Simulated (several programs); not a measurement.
**What each method gives for La₂O₃ (A-La2O3 type)**

Measured values to be reproduced:
- volume: 16.46 Å³ an atom (from the lattice constants; a; “Electronic Percolation Threshold of Self-Standing Ag-LaCoO3 Porous Electrodes for Practical Applications”; mixed-phase precursor powder, partly converted to La(OH)3; paper miscalls the phase tetragonal; fit not explicitly stated, ICSD card cited; 2019; pmc:6696329)

La₂O₃ in the A-La2O3-type structure, relaxed with r2SCAN in Ansatz, was computed with several methods. It is trigonal, P-3m1 (No. 164); a = 3.935 Å, c = 6.126 Å in the conventional setting, 16.43 Å³ an atom. La has 7 O at 2.37–2.73 Å; O has 6 La at 2.73 Å; O has 4 La at 2.37–2.45 Å. Note: simulated data, non-magnetic, for a generated structure that need not be the stable one.

```xyz
5
Lattice="3.9351 0.0000 0.0000 -1.9675 3.4079 0.0000 0.0000 0.0000 6.1262" Properties=species:S:1:pos:R:3 pbc="T T T"
La    0.0000    2.2719    1.5080
La    1.9675    1.1360    4.6182
O     0.0000    0.0000    0.0000
O     0.0000    2.2719    3.9582
O     1.9675    1.1360    2.1680
```

Gaps and times are for a single point on this cell; volume and bulk modulus come from each method's own relaxation or energy curve at fixed shape, which is too stiff where a cell has free coordinates or axes. Times are rough, from shared hosts (AMD EPYC 7R13 Processor; Arm Neoverse V2; NVIDIA H100 80GB HBM3), and each method has its own mesh and cell size. A double dagger marks a value from a curve with shape and coordinates held. PM6 (MOPAC), PM7 (MOPAC) treat a cluster of cells at its zone centre, which samples few k points: where these miss a band edge, the gap comes out too large for that reason alone. Gaps from k meshes are read at a limited set of points (mesh, symmetry points, PBE's band edges), so each method's own least gap may be somewhat smaller. xTB and the PM methods were fitted mostly to molecules, and can miss a solid's gap by electronvolts. Times of the plane-wave rungs are withheld (a dash), since they come from other jobs, hosts and meshes; the meshes of hybrids and Hartree-Fock don't converge their gaps to the digits shown. d marks a direct gap, i an indirect one (no mark: not told apart), a dash a value that wasn't computed or didn't pass its checks.

```tsv
method	kind	gap (eV)	own volume (Å³/atom)	bulk modulus (GPa)	atoms computed	processor time
PBEsol	semilocal	–	15.96	–	5	–
light PBE (260 eV, its own mesh)	light plane-wave	3.83 i	–	–	5	1.5 s
LDA	semilocal	3.73 i	15.54	–	5	–
PBE	semilocal	3.84 i	16.64	129‡	5	–
PM7 (MOPAC)	semi-empirical	10.77	–	–	cluster	14 s
r2SCAN	semilocal	4.23 i	16.43	139‡	5	–
PBE+SOC	semilocal	3.83 i	–	–	5	–
LC-ωPBE	hybrid	10.66 i	–	–	5	–
PM6 (MOPAC)	semi-empirical	4.59	–	–	cluster	38 s
DDH-PBE0	hybrid	5.67 i	–	–	5	–
PBE0	hybrid	6.03 i	–	–	5	–
HSE06	hybrid	5.29 i	–	–	5	–
```

Against HSE06 (5.29 eV) the nearest gap at the points sampled is that of DDH-PBE0 (+0.38 eV) and the farthest that of PM7 (MOPAC) (+5.48 eV). HSE06 is only a yardstick of convenience: for gaps this wide it usually falls short of measured ones, so a larger value can be the better one.

Volumes against r2SCAN's: PBEsol -2.8 %, LDA -5.4 %, PBE +1.3 %.

Runs without a result: GFN1-xTB (tblite) (single point), GFN2-xTB (tblite) (single point), GLLB-SC (GPAW) (single point).

Comparison with experiment:
- Volume, measured 16.46 Å³ an atom: PBEsol -3.0 %, LDA -5.6 %, PBE +1.1 %, r2SCAN -0.2 %.
The calculations are for a static lattice; samples hold vibrations, temperature and, in optical gaps, excitons. A measured value is shown where most reports agree with it, and only for the quantities listed.

Only the rows marked +SOC include spin-orbit coupling.
